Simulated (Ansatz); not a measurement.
The system is Os.

```
Os
1.0
     2.73410    0.00000    0.00000
    -1.36705    2.36780    0.00000
     0.00000    0.00000    4.31970
Os
2
Cartesian
  1.3671 0.7893 3.2398
  0.0000 1.5785 1.0799
```

Base run:

```yaml
Program: Ansatz 0.2.0
Functional: PBEsol
Potentials_or_basis: Ansatz PAW
Cutoff: "420 eV (not typed: the program's choice for these potentials)"
k_mesh: 11 × 11 × 6
Occupations: fermi-dirac, width 0.05 eV
Spin: no spin polarisation
```

Its results: band gap on the k mesh none (metal or under the smearing width); pressure -2.7 GPa.

Task: After a change of settings the same cell gave: band gap on the k mesh none (metal or under the smearing width); pressure 15.3 GPa. Which change was it?
A. functional from PBEsol to PBE; k mesh from 11 × 11 × 6 to 8 × 8 × 5
B. functional from PBEsol to PBE; potentials or basis from Ansatz PAW to JTH PAW; cutoff from 420 eV (not typed: the program's choice for these potentials) to 600 eV (not typed: the program's choice for these potentials); valence electrons from 32 to 16
C. functional from PBEsol to LDA
D. functional from PBEsol to PBE; cutoff from 420 eV (not typed: the program's choice for these potentials) to 250 eV

Result: D.

PBE binds less tightly than PBEsol, so the same cell stands under more pressure.

Caveats: spin-orbit coupling is left out, which moves the levels of the heavy elements (some runs); the PAW data sets come from PBE, with cores solved anew for the run's functional, which leaves a small shift of forces and pressure (some runs); so large a pressure means that the cell lies far from this level's equilibrium, or that cutoff or potentials fall short (some runs); the pressure holds a Pulay correction of +92.0 GPa for the finite cutoff (some runs); the cutoff lies under the one recommended for these potentials (some runs).
